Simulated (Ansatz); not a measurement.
**HfN under changes of volume**

One of the cells (14.793 Å³/atom); the others are scaled copies at fixed shape and fractional positions:

```xyz
2
Lattice="0.0000 2.4548 2.4548 2.4548 0.0000 2.4548 2.4548 2.4548 0.0000" Properties=species:S:1:pos:R:3 pbc="T T T"
Hf    0.0000    0.0000    0.0000
N     1.2274    1.2274    1.2274
```

The cell comes from a database or a generator and needn't be the stable form of this composition.

* Program: Ansatz 0.2.0
* Functional: PBEsol
* Potentials or basis: Ansatz PAW
* Cutoff: 420 eV (not typed: the program's choice for these potentials)
* k mesh: 9 × 9 × 9
* Occupations: fermi-dirac, width 0.05 eV
* Spin: no spin polarisation

| volume (Å³/atom) | energy over the lowest point (meV/atom) | pressure (GPa) |
| --- | --- | --- |
| 13.906 | 11.08 | 7.7 |
| 14.201 | 1.39 | 3.0 |
| 14.497 | 0.00 | -1.2 |
| 14.793 | 5.90 | -5.0 |
| 15.089 | ? | ? |
| 15.385 | 37.04 | -11.6 |
| 15.681 | 61.11 | -14.4 |

Problem. What does the run at 15.089 Å³/atom give?

Solution. Energy over the lowest point 18.45 meV/atom; pressure -8.5 GPa.

Worked out: A Birch-Murnaghan fit of order 3 (a polynomial in V^(-2/3)) to the other rows has its minimum at 14.40 Å³/atom with B0 = V·E''(V) = 201 GPa and B' = 4.0. It gives 18.47 meV/atom at 15.089 Å³/atom, against the run's 18.45, and -dE/dV = -8.5 GPa, against -8.5.

Energies are extrapolated to zero smearing.

Caveats: the PAW data sets come from PBE, with cores solved anew for the run's functional, which leaves a small shift of forces and pressure.
